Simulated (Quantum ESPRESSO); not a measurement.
# TePb (Fm-3m) in Quantum ESPRESSO: notebook, part 3 of 3

Quantum ESPRESSO 7.5. The steps go on from the part before.

## (4) Phonons and Raman activities, LDA

File pw.in:

```
&CONTROL
  calculation = 'scf'
  prefix = 'pwscf'
  outdir = './tmp'
  pseudo_dir = './pseudo'
  tprnfor = .true.
  tstress = .true.
  disk_io = 'low'
/
&SYSTEM
  ibrav = 0
  nat = 2
  ntyp = 2
  ecutwfc = 80
  nbnd = 22
  occupations = 'smearing'
  smearing = 'fd'
  degauss = 0.00367493
/
&ELECTRONS
  conv_thr = 4d-10
  electron_maxstep = 120
  mixing_beta = 0.5
/
ATOMIC_SPECIES
Pb   207.2000 Pb.upf
Te   127.6000 Te.upf
CELL_PARAMETERS angstrom
   0.0000000000    3.2310000000    3.2310000000
   3.2310000000    0.0000000000    3.2310000000
   3.2310000000    3.2310000000    0.0000000000
ATOMIC_POSITIONS crystal
Pb     0.0000000000    0.0000000000    0.0000000000
Te     0.5000000000    0.5000000000    0.5000000000
K_POINTS automatic
2 2 2 1 1 1
```

File relax.in:

```
&CONTROL
  calculation = 'vc-relax'
  prefix = 'pwscf'
  outdir = './tmp'
  pseudo_dir = './pseudo'
  tprnfor = .true.
  tstress = .true.
  disk_io = 'low'
  nstep = 40
  forc_conv_thr = 0.0001
  etot_conv_thr = 1d-06
/
&SYSTEM
  ibrav = 0
  nat = 2
  ntyp = 2
  ecutwfc = 80
  nbnd = 22
  occupations = 'smearing'
  smearing = 'fd'
  degauss = 0.00367493
/
&ELECTRONS
  conv_thr = 4d-10
  electron_maxstep = 120
  mixing_beta = 0.5
/
&IONS
  ion_dynamics = 'bfgs'
/
&CELL
  cell_dynamics = 'bfgs'
  press = 0
  press_conv_thr = 0.2
/
ATOMIC_SPECIES
Pb   207.2000 Pb.upf
Te   127.6000 Te.upf
CELL_PARAMETERS angstrom
   0.0000000000    3.2310000000    3.2310000000
   3.2310000000    0.0000000000    3.2310000000
   3.2310000000    3.2310000000    0.0000000000
ATOMIC_POSITIONS crystal
Pb     0.0000000000    0.0000000000    0.0000000000
Te     0.5000000000    0.5000000000    0.5000000000
K_POINTS automatic
2 2 2 1 1 1
```

File scf2.in:

```
&CONTROL
  calculation = 'scf'
  prefix = 'pwscf'
  outdir = './tmp'
  pseudo_dir = './pseudo'
  tprnfor = .true.
  tstress = .true.
  disk_io = 'low'
/
&SYSTEM
  ibrav = 0
  nat = 2
  ntyp = 2
  ecutwfc = 80
  nbnd = 22
  occupations = 'fixed'
/
&ELECTRONS
  conv_thr = 1d-13
  electron_maxstep = 120
  mixing_beta = 0.5
  startingpot = 'file'
  startingwfc = 'file'
/
ATOMIC_SPECIES
Pb   207.2000 Pb.upf
Te   127.6000 Te.upf
CELL_PARAMETERS angstrom
   0.0000000000    3.1506015680    3.1506015680
   3.1506015680    0.0000000000    3.1506015680
   3.1506015680    3.1506015680    0.0000000000
ATOMIC_POSITIONS crystal
Pb     0.0000000000    0.0000000000    0.0000000000
Te     0.5000000000    0.5000000000    0.5000000000
K_POINTS automatic
2 2 2 1 1 1
```

File ph.in:

```
raman of TePb
&INPUTPH
  prefix = 'pwscf'
  outdir = './tmp'
  tr2_ph = 1d-16
  fildyn = 'dyn'
  niter_ph = 60
  alpha_mix(1) = 0.7
  epsil = .true.
/
0.0000000000 0.0000000000 0.0000000000
```

File dynmat.in:

```
&INPUT
  fildyn = 'dyn'
  asr = 'crystal'
  lperm = .true.
  filout = 'dynmat.disp'
  fileig = 'dynmat.eig'
/
```

File dynmat_lo.in:

```
&INPUT
  fildyn = 'dyn'
  asr = 'crystal'
  filout = 'dynmat_lo.disp'
  fileig = 'dynmat_lo.eig'
  q(1) = 0
  q(2) = 0
  q(3) = 1
/
```

File scf_1x+.in:

```
&CONTROL
  calculation = 'scf'
  prefix = 'pwscf'
  outdir = './tmp'
  pseudo_dir = './pseudo'
  tprnfor = .true.
  disk_io = 'low'
/
&SYSTEM
  ibrav = 0
  nat = 2
  ntyp = 2
  ecutwfc = 80
  nbnd = 22
  occupations = 'fixed'
/
&ELECTRONS
  conv_thr = 1d-12
  electron_maxstep = 120
  mixing_beta = 0.5
/
ATOMIC_SPECIES
Pb   207.2000 Pb.upf
Te   127.6000 Te.upf
CELL_PARAMETERS angstrom
   0.0000000000    3.1506015680    3.1506015680
   3.1506015680    0.0000000000    3.1506015680
   3.1506015680    3.1506015680    0.0000000000
ATOMIC_POSITIONS crystal
Pb    -0.0023804978    0.0023804978    0.0023804978
Te     0.5000000000    0.5000000000    0.5000000000
K_POINTS automatic
2 2 2 1 1 1
```

File eps_1x+.in:

```
dielectric tensor, atom 1 moved
&INPUTPH
  prefix = 'pwscf'
  outdir = './tmp'
  tr2_ph = 1d-15
  epsil = .true.
  trans = .false.
  zeu = .false.
/
0.0 0.0 0.0
```

File scf_1x-.in:

```
&CONTROL
  calculation = 'scf'
  prefix = 'pwscf'
  outdir = './tmp'
  pseudo_dir = './pseudo'
  tprnfor = .true.
  disk_io = 'low'
/
&SYSTEM
  ibrav = 0
  nat = 2
  ntyp = 2
  ecutwfc = 80
  nbnd = 22
  occupations = 'fixed'
/
&ELECTRONS
  conv_thr = 1d-12
  electron_maxstep = 120
  mixing_beta = 0.5
/
ATOMIC_SPECIES
Pb   207.2000 Pb.upf
Te   127.6000 Te.upf
CELL_PARAMETERS angstrom
   0.0000000000    3.1506015680    3.1506015680
   3.1506015680    0.0000000000    3.1506015680
   3.1506015680    3.1506015680    0.0000000000
ATOMIC_POSITIONS crystal
Pb     0.0023804978   -0.0023804978   -0.0023804978
Te     0.5000000000    0.5000000000    0.5000000000
K_POINTS automatic
2 2 2 1 1 1
```

File eps_1x-.in:

```
dielectric tensor, atom 1 moved
&INPUTPH
  prefix = 'pwscf'
  outdir = './tmp'
  tr2_ph = 1d-15
  epsil = .true.
  trans = .false.
  zeu = .false.
/
0.0 0.0 0.0
```

Potentials or basis: PseudoDojo 0.4.1 SR LDA standard.

The run is started by

```
OMP_NUM_THREADS=1 pw.x -in pw.in > pw.out
OMP_NUM_THREADS=1 pw.x -in relax.in > relax.out
OMP_NUM_THREADS=1 pw.x -in scf2.in > scf2.out
OMP_NUM_THREADS=1 ph.x -in ph.in > ph.out
OMP_NUM_THREADS=1 dynmat.x -in dynmat.in > dynmat.out
OMP_NUM_THREADS=1 dynmat.x -in dynmat_lo.in > dynmat_lo.out
OMP_NUM_THREADS=1 pw.x -in scf_1x+.in > scf_1x+.out
OMP_NUM_THREADS=1 ph.x -in eps_1x+.in > eps_1x+.out
OMP_NUM_THREADS=1 pw.x -in scf_1x-.in > scf_1x-.out
OMP_NUM_THREADS=1 ph.x -in eps_1x-.in > eps_1x-.out
OMP_NUM_THREADS=1 pw.x -in scf_1y+.in > scf_1y+.out
OMP_NUM_THREADS=1 ph.x -in eps_1y+.in > eps_1y+.out
OMP_NUM_THREADS=1 pw.x -in scf_1y-.in > scf_1y-.out
OMP_NUM_THREADS=1 ph.x -in eps_1y-.in > eps_1y-.out
OMP_NUM_THREADS=1 pw.x -in scf_1z+.in > scf_1z+.out
OMP_NUM_THREADS=1 ph.x -in eps_1z+.in > eps_1z+.out
OMP_NUM_THREADS=1 pw.x -in scf_1z-.in > scf_1z-.out
OMP_NUM_THREADS=1 ph.x -in eps_1z-.in > eps_1z-.out
```

pw.out:

```text
This program is part of the open-source Quantum ESPRESSO suite
     for quantum simulation of materials; please cite
[... 9 lines left out ...]
     --------------------
     sticks:   dense  smooth     PW     G-vecs:    dense   smooth      PW
     Sum        1651    1651    451                44039    44039    6303

     Using Slab Decomposition

     bravais-lattice index     =            0
     lattice parameter (alat)  =       8.6348  a.u.
     unit-cell volume          =     455.2369 (a.u.)^3
     number of atoms/cell      =            2
     number of atomic types    =            2
     number of electrons       =        30.00
     number of Kohn-Sham states=           22
     kinetic-energy cutoff     =      80.0000  Ry
     charge density cutoff     =     320.0000  Ry
     scf convergence threshold =      4.0E-10
     mixing beta               =       0.5000
     number of iterations used =            8  plain     mixing
     Exchange-correlation= SLA  PW   NOGX NOGC
                           (   1   4   0   0   0   0   0)

     celldm(1)=   8.634771  celldm(2)=   0.000000  celldm(3)=   0.000000
     celldm(4)=   0.000000  celldm(5)=   0.000000  celldm(6)=   0.000000

     crystal axes: (cart. coord. in units of alat)
               a(1) = (   0.000000   0.707107   0.707107 )
               a(2) = (   0.707107   0.000000   0.707107 )
               a(3) = (   0.707107   0.707107   0.000000 )

     reciprocal axes: (cart. coord. in units 2 pi/alat)
               b(1) = ( -0.707107  0.707107  0.707107 )
[... 47 lines left out ...]

     starting charge      29.9982, renormalised to      30.0000
     Starting wfcs are   18 randomized atomic wfcs +    4 random wfcs

     Self-consistent Calculation

     iteration #  1     ecut=    80.00 Ry     beta= 0.50
     Davidson diagonalization with overlap
     ethr =  1.00E-02,  avg # of iterations =  6.0

     Threshold (ethr) on eigenvalues was too large:
     Diagonalizing with lowered threshold

     Davidson diagonalization with overlap
     ethr =  6.60E-05,  avg # of iterations =  7.0

     total energy              =    -349.87697823 Ry
     estimated scf accuracy    <       0.01929663 Ry
[... 43 lines left out ...]
     iteration #  8     ecut=    80.00 Ry     beta= 0.50
     Davidson diagonalization with overlap
     ethr =  2.90E-12,  avg # of iterations =  2.0

     End of self-consistent calculation

          k = 0.1768 0.1768 0.1768 (  5492 PWs)   bands (ev):

   -27.5519 -27.5519 -27.5492 -27.5491 -27.5491  -7.8337  -7.8337  -7.8120
    -7.8049  -7.8049  -2.9289   1.5839   7.4732   7.4732   7.9771  10.7531
    11.1234  11.1234  14.6636  15.6571  15.6571  18.9269

          k =-0.1768-0.1768 0.5303 (  5486 PWs)   bands (ev):

   -27.5520 -27.5517 -27.5492 -27.5487 -27.5487  -7.8673  -7.8277  -7.8135
    -7.7962  -7.7919  -1.9558   0.6443   5.4777   6.5374   6.7726  11.8020
    12.0800  13.1422  13.9082  17.9128  18.5554  19.2976

     the Fermi energy is     9.3305 ev

!    total energy              =    -349.88149205 Ry
     estimated scf accuracy    <          7.4E-11 Ry
     smearing contrib. (-TS)   =      -0.00000000 Ry
     internal energy E=F+TS    =    -349.88149205 Ry

     The total energy is F=E-TS. E is the sum of the following terms:
     one-electron contribution =    -133.88664449 Ry
     hartree contribution      =      81.67229600 Ry
     xc contribution           =     -87.98145253 Ry
     ewald contribution        =    -209.68569103 Ry

     convergence has been achieved in   8 iterations

     Forces acting on atoms (cartesian axes, Ry/au):

     atom    1 type  1   force =    -0.00000000    0.00000000    0.00000000
     atom    2 type  2   force =    -0.00000000   -0.00000000    0.00000000

     Total force =     0.000000     Total SCF correction =     0.000000

     Computing stress (Cartesian axis) and pressure

          total   stress  (Ry/bohr**3)                   (kbar)     P=      -35.59
  -0.00024196   0.00000000   0.00000000          -35.59        0.00        0.00
   0.00000000  -0.00024196   0.00000000            0.00      -35.59        0.00
   0.00000000   0.00000000  -0.00024196            0.00        0.00      -35.59

=------------------------------------------------------------------------------=
   JOB DONE.
=------------------------------------------------------------------------------=
```

relax.out:

```text
This program is part of the open-source Quantum ESPRESSO suite
     for quantum simulation of materials; please cite
[... 9 lines left out ...]
     --------------------
     sticks:   dense  smooth     PW     G-vecs:    dense   smooth      PW
     Sum        1651    1651    451                44039    44039    6303
[... 1010 lines left out ...]
  -0.00000012   0.00000000   0.00000000           -0.02        0.00        0.00
   0.00000000  -0.00000012   0.00000000            0.00       -0.02        0.00
   0.00000000   0.00000000  -0.00000012            0.00        0.00       -0.02

=------------------------------------------------------------------------------=
   JOB DONE.
=------------------------------------------------------------------------------=
```

scf2.out:

```text
This program is part of the open-source Quantum ESPRESSO suite
     for quantum simulation of materials; please cite
[... 9 lines left out ...]
     --------------------
     sticks:   dense  smooth     PW     G-vecs:    dense   smooth      PW
     Sum        1555    1555    433                40821    40821    5961
[... 141 lines left out ...]
  -0.00000013   0.00000000   0.00000000           -0.02        0.00        0.00
   0.00000000  -0.00000013   0.00000000            0.00       -0.02        0.00
   0.00000000   0.00000000  -0.00000013            0.00        0.00       -0.02

=------------------------------------------------------------------------------=
   JOB DONE.
=------------------------------------------------------------------------------=
```

Wall time 5.5 min (1 thread of Arm Neoverse V2, shared host); peak memory 0.1 GiB.

What came out:

| Item | Value |
| --- | --- |
| Free energy | -4760.4385 eV |
| Relaxed volume | 31.27 Å³/atom |
| Relaxed cell | a = 4.456 Å, b = 4.456 Å, c = 4.456 Å, α = 60.00°, β = 60.00°, γ = 60.00° |
| Space group after relaxing (to 0.05 Å) | Fm-3m (No. 225) |
| Pressure after relaxing | 0.0 GPa |
| Highest phonon frequency at Γ, LO-TO splitting left out | 96 cm⁻¹ |

Final structure:
```yaml
crystal:
  lattice:
    - [0.00000, 3.15060, 3.15060]
    - [3.15060, 0.00000, 3.15060]
    - [3.15060, 3.15060, 0.00000]
  atoms:
    - { symbol: Pb, position: [0.00000, 0.00000, 0.00000] }
    - { symbol: Te, position: [0.50000, 0.50000, 0.50000] }
```

Levels at points of the mesh, in eV from the valence-band top:
```tsv
k point	band 11	band 12	band 13	band 14	band 15	band 16	band 17	band 18	band 19	band 20
(0.25, 0.25, 0.25)	-11.42	-6.46	-0.70	-0.70	0.00	2.81	3.14	3.14	6.63	7.65
```

Phonon frequencies in cm⁻¹ (negative: imaginary):
```
              q point        frequencies
(0.000, 0.000, 0.000)  -3 -3 -3 96 96 96
```

Optical modes at Γ, degenerate ones joined, polar ones without the macroscopic field:
```csv
cm⁻¹,components,symmetry,active in
96,3,T1u,IR
```

Caveat: the k mesh is coarse (spacing up to 0.84 Å⁻¹), so the values aren't converged.

## (5) How close it comes

Step 2. A measured high-frequency dielectric constant of TePb is 32.8 (300 K; a printed reference work, monograph); the calculated 26.61 misses it by -18.9 %. 2 values of this kind are on record (32.8 to 36.9); this one was drawn at random.

Step 3. A measured high-frequency dielectric constant of TePb is 36.9 (77 K; a printed reference work, monograph); the calculated 26.70 misses it by -27.6 %. 2 values of this kind are on record (32.8 to 36.9); this one was drawn at random.
